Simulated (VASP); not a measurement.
## KI: single point with PBE0(alpha)

**The experiment to reproduce.**

A printed reference work, monograph reports, for a bulk crystal of KI: band gap 6.32 eV.

Crystal: KI.

```
I K
1.0
     0.00000    3.53277    3.53277
     3.53277    0.00000    3.53277
     3.53277    3.53277    0.00000
I K
1 1
Direct
  0.50000 0.50000 0.50000
  0.00000 0.00000 0.00000
```

```json
{
  "Program": "VASP 6.6.1",
  "Task": "single point",
  "Functional": "PBE0(alpha)",
  "Potentials or basis": "VASP PAW PBE potentials, release 64 (I, K_sv)",
  "Cutoff": "520 eV",
  "k mesh": "4 × 4 × 4",
  "Occupations": "fermi-dirac, width 0.05 eV",
  "Spin": "no spin polarisation",
  "Share of exact exchange": "0.1",
  "Grid for exact exchange (PRECFOCK)": "Fast",
  "Exchange at q = 0": "truncated",
  "Further INCAR settings": "ALGO = Normal; EDIFF = 1e-06"
}
```

| Property | Result |
| --- | --- |
| Pressure | 0.5 GPa |
| Band gap on the k mesh | 4.63 eV, direct |

Levels at points of the mesh, in eV from the valence-band top:
```
           k point  band 5  band 6  band 7  band 8  band 9  band 10  band 11  band 12
(0.00, 0.00, 0.00)  -10.88    0.00    0.00    0.00    4.63     7.25     7.25     7.25
(0.50, 0.00, 0.00)  -10.59   -1.37   -0.35   -0.35    6.19     8.49     8.87     8.87
(0.50, 0.50, 0.00)  -10.73   -1.04   -0.38   -0.38    5.62     6.48     8.95     9.56
```

It took 100 s on 1 thread of Intel(R) Xeon(R) Platinum 8559C (Emerald Rapids), on a shared host, peak memory 0.24 GiB.

Measured gap of KI: 6.32 eV (a printed reference work, monograph). This calculation gives 4.63 eV (-1.69 eV). Spin-orbit coupling on I is left out. The value is that of PBE0(alpha), without temperature or zero-point motion.

Caveat: the PAW data sets were made with another functional, which shifts forces and pressure a little; spin-orbit coupling is left out, which moves the levels of the heavy elements.
